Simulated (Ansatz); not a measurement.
Runs of Ansatz 0.2.0 on Nb3Sn. The structure is cubic, space group Pm-3n (No. 223). Conventional cell: a = 5.282 Å, b = 5.282 Å, c = 5.282 Å, α = 90.00°, β = 90.00°, γ = 90.00°. Sn (site symmetry m-3) is surrounded by 12 Nb at 2.95 Å. Nb (site symmetry -4m2) has 2 Nb at 2.64 Å and 4 Sn at 2.95 Å as nearest neighbours. 

```tsv
level	cutoff (eV)	gap on the mesh (eV)	pressure (GPa)
revPBE	420	none	5.7
PBE	420	none	(b)
RPBE	420	none	(a)
r2SCAN	500	none	2.2
LDA	420	none	-5.9
```

Alike in all rows: task band structure; potentials or basis Ansatz PAW; no spin polarisation; cell as given; k mesh 5 × 5 × 5; smearing fermi-dirac 0.05 eV.

Fill in the values left out.

(a) 6.5; (b) 3.7.

Caveats: spin-orbit coupling is left out, which moves the levels of the heavy elements; the PAW data sets come from PBE, with cores solved anew for the run's functional, which leaves a small shift of forces and pressure (some runs).

A k mesh can miss the band edges, and the runs leave out spin-orbit coupling on Nb, Sn.

A gap of «none» marks a metal or a gap under the smearing width.
